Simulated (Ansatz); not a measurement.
Clean, relaxed (100) surface of WC, space group P-6m2 (No. 187) (top face towards +c; atoms held fixed, by place in the list: 1, 2, 3):

```yaml
crystal:
  lattice:
    - [2.82761, 0.00000, 0.00000]
    - [0.00000, 2.89841, 0.00000]
    - [0.00000, 0.00000, 22.85690]
  atoms:
    - { symbol: C, position: [0.50000, 0.00000, 0.37188] }
    - { symbol: W, position: [0.00000, 0.50000, 0.40848] }
    - { symbol: C, position: [0.50000, 0.50000, 0.48170] }
    - { symbol: W, position: [0.00000, 0.00000, 0.51833] }
    - { symbol: C, position: [0.50000, 0.00000, 0.59194] }
    - { symbol: W, position: [0.00000, 0.50000, 0.62590] }
```

Method: Ansatz 0.2.0, DFT PBEsol, scalar-relativistic, plane waves, PAW. Settings: cutoff 420 eV, Γ-centred mesh 10×10×1 on the computed 6-atom cell, Gaussian smearing of 0.10 eV; no spin polarisation. The cell repeats along c with a dipole correction in the vacuum.

H (atom) is put at the top (W) at (0.00, 0.50) site, one adsorbate per 8.2 Å², and relaxed. E_ads counts from the clean slab and the free adsorbate (spin-polarised where it has unpaired electrons); negative means bound. Heights count from the highest slab atom after relaxation. Bonded neighbours lie within 1.25 times the sum of covalent radii (1.35 for H) and, on that scale, within 12 % of the closest. With the adsorbate the cell is lengthened along c to keep the vacuum.

Q: How strongly does it bind, and where does its anchoring atom end?

A: -2.37 eV; at (0.00, 0.50), 1 bonded neighbour (W).

Q: How high does its anchoring atom sit over the highest slab atom, and what is the shortest contact with the surface?

A: 1.76 Å; H–W 1.76 Å.

Q: The clean face has a work function of 5.33 eV. How does the adsorbate change it?

A: By +0.81 eV.

Each end is the local minimum or symmetric point that its start leads to. The slab is only 5.9 Å thick, so the energies aren't converged with thickness.

The adsorbed runs have no spin polarisation, so weakly bound open-shell ends lie too high.